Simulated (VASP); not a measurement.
Output of a VASP run:

**OSZICAR**
```
       N       E                     dE             d eps       ncg     rms          rms(c)
DAV:   1     0.225392782541E+03    0.22539E+03   -0.13682E+04   928   0.149E+03
DAV:   2    -0.817130474923E+01   -0.23356E+03   -0.23089E+03  1200   0.389E+02
DAV:   3    -0.175194892269E+02   -0.93482E+01   -0.93423E+01  1056   0.887E+01
DAV:   4    -0.178622117801E+02   -0.34272E+00   -0.34264E+00  1656   0.128E+01
DAV:   5    -0.178642756705E+02   -0.20639E-02   -0.20639E-02  1024   0.104E+00    0.820E+00
DAV:   6    -0.164814561543E+02    0.13828E+01   -0.76861E+00  1000   0.192E+01    0.321E+00
DAV:   7    -0.165103250158E+02   -0.28869E-01   -0.20205E-01  1280   0.390E+00    0.173E+00
DAV:   8    -0.165552389525E+02   -0.44914E-01   -0.52675E-02  1176   0.262E+00    0.215E-01
DAV:   9    -0.165639085424E+02   -0.86696E-02   -0.14489E-02  1200   0.949E-01    0.155E-01
DAV:  10    -0.165655910106E+02   -0.16825E-02   -0.30685E-03  1104   0.399E-01    0.385E-02
DAV:  11    -0.165656191239E+02   -0.28113E-04   -0.22253E-04  1272   0.126E-01    0.163E-02
DAV:  12    -0.165656442684E+02   -0.25144E-04   -0.59633E-05   968   0.653E-02    0.586E-03
DAV:  13    -0.165656449479E+02   -0.67953E-06   -0.96139E-06  1480   0.240E-02    0.553E-03
DAV:  14    -0.165656438874E+02    0.10605E-05   -0.18457E-06  1088   0.149E-02    0.445E-04
DAV:  15    -0.165656439989E+02   -0.11149E-06   -0.12376E-07   936   0.337E-03    0.412E-04
DAV:  16    -0.165656439594E+02    0.39417E-07   -0.24991E-08   840   0.150E-03
   1 F= -.16565644E+02 E0= -.16565644E+02  d E =0.000000E+00
```

### OUTCAR
```
------------------------ aborting loop because EDIFF is reached ----------------------------------------
  FORCE on cell =-STRESS in cart. coord.  units (eV):
  Direction    XX          YY          ZZ          XY          YZ          ZX
  --------------------------------------------------------------------------------------
  Total       -0.0062228     -0.0062228     -0.0062228     -0.0000000      0.0000000      0.0000000
  in kB       -0.2281434     -0.2281434     -0.2281434     -0.0000000      0.0000000      0.0000000
  external PRESSURE =      -0.2281434 kB  Pullay stress =       0.0000000 kB
  volume of cell :       43.70
      direct lattice vectors                 reciprocal lattice vectors
     0.000000000  2.795675228  2.795675228    -0.178847670  0.178847670  0.178847670
     2.795675228  0.000000000  2.795675228     0.178847670 -0.178847670  0.178847670
     2.795675228  2.795675228  0.000000000     0.178847670  0.178847670 -0.178847670
 POSITION                                       TOTAL-FORCE (eV/Angst)
 -----------------------------------------------------------------------------------
      0.00000      0.00000      0.00000        -0.000000     -0.000000     -0.000000
      1.39784      1.39784      1.39784         0.000000     -0.000000      0.000000
      4.19351      4.19351      4.19351        -0.000000      0.000000     -0.000000
 -----------------------------------------------------------------------------------
    total drift:                                0.000000     -0.000000      0.000000
  FREE ENERGIE OF THE ION-ELECTRON SYSTEM (eV)
  ---------------------------------------------------
  free  energy   TOTEN  =       -16.5656439594 eV

  energy  without entropy=      -16.5656439594  energy(sigma->0) =      -16.56564396

 total charge

# of ion       s       p       d       tot
------------------------------------------
    1        2.017   5.865   0.185   8.067
    2        1.735   4.389   0.000   6.125
    3        1.735   4.389   0.000   6.125
--------------------------------------------------
tot          5.487  14.644   0.185  20.316

 Electric field gradients after diagonalization (V/A^2)
 (convention: |V_zz| > |V_xx| > |V_yy|)
----------------------------------------------------------------------
 ion       V_xx      V_yy      V_zz     asymmetry (V_yy - V_xx)/ V_zz
----------------------------------------------------------------------
   1      -0.001    -0.001     0.001       0.000
   2      -0.003    -0.003     0.006       0.000
   3      -0.003    -0.003     0.006       0.000
```
(Selected blocks of OUTCAR.)

### POSCAR
```
CaF2
1
    0.0000000000     2.7956752276     2.7956752276
    2.7956752276     0.0000000000     2.7956752276
    2.7956752276     2.7956752276    -0.0000000000
Ca F
1 2
Direct
  1.0000000000   0.0000000000   0.0000000000
  0.2500000000   0.2500000000   0.2500000000
  0.7500000000   0.7500000000   0.7500000000
```

**Question.** Reconstruct the remaining input files.

**Answer.** This is not unique; one that fits is the input of the run itself, revPBE GGA, plane waves, VASP's PBE PAW potentials (set 64).

**INCAR**
```
ALGO = Normal
EDIFF = 1E-7
ENCUT = 520
GGA = RE
ISIF = 2
ISMEAR = -5
LASPH = T
LCHARG = T
LEFG = T
LORBIT = 11
LREAL = F
LWAVE = F
NEDOS = 601
NELM = 100
PREC = Accurate
SYSTEM = CaF2
```

KPOINTS:
```
Automatic mesh
0
Gamma
8 8 8
0 0 0
```

POTCAR, in this order: Ca_sv F (PBE.64 set). Program: vasp_std.

The compound is CaF2 in the fluorite structure. It was relaxed first, which changed the volume by +7 %.
